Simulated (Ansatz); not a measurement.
The system is HfO2.

```
CELL_PARAMETERS angstrom
5.11800 0.00000 0.00000
0.00000 5.18570 0.00000
-0.85866 0.00000 5.21387
ATOMIC_POSITIONS crystal
Hf 0.27550 0.46030 0.70800
Hf 0.72450 0.96030 0.79200
Hf 0.72450 0.53970 0.29200
Hf 0.27550 0.03970 0.20800
O 0.07420 0.16840 0.84670
O 0.92580 0.66840 0.65330
O 0.92580 0.83160 0.15330
O 0.07420 0.33160 0.34670
O 0.44870 0.74190 0.98010
O 0.55130 0.24190 0.51990
O 0.55130 0.25810 0.01990
O 0.44870 0.75810 0.48010
```

* Program: Ansatz 0.2.0
* Task: relaxation of cell and atoms
* Functional: PBE
* Dispersion: D4
* Potentials or basis: Ansatz PAW
* Cutoff: 420 eV (not typed: the program's choice for these potentials)
* k mesh: 5 × 5 × 5
* Occupations: fermi-dirac, width 0.05 eV
* Spin: no spin polarisation

At the start: volume 11.53 Å³/atom.

Task: How do energy, volume and symmetry change on relaxing?

Result: It ends after 8 steps and the volume is 11.65 Å³/atom (+1.0 %); space group P2_1/c (No. 14, to 0.05 Å).

Step by step:
```tsv
step	energy change (eV)	largest force (eV/Å)	volume (Å³)
1	0.0000	0.4773	138.38
2	-0.0114	0.2194	139.98
3	-0.0324	0.0668	139.86
4	-0.0346	0.0136	139.79
5	-0.0348	0.0055	139.75
6	-0.0417	0.0058	139.75
7	-0.0414	0.0008	139.82
8	-0.0418	0.0008	139.82
```

Final structure:
```
CELL_PARAMETERS angstrom
5.13089 0.00000 -0.00862
0.00000 5.19999 0.00000
-0.86961 0.00000 5.24211
ATOMIC_POSITIONS crystal
Hf 0.27629 0.45762 0.70831
Hf 0.72371 0.95762 0.79169
Hf 0.72371 0.54238 0.29169
Hf 0.27629 0.04238 0.20831
O 0.06983 0.16617 0.84367
O 0.93017 0.66617 0.65633
O 0.93017 0.83383 0.15633
O 0.06983 0.33383 0.34367
O 0.44768 0.74214 0.97847
O 0.55232 0.24214 0.52153
O 0.55232 0.25786 0.02153
O 0.44768 0.75786 0.47847
```

Caveat: the plane-wave basis is chosen anew once the cell has moved, so the energies of steps on either side of that aren't comparable; the pressure holds a Pulay correction of +0.8 GPa for the finite cutoff.
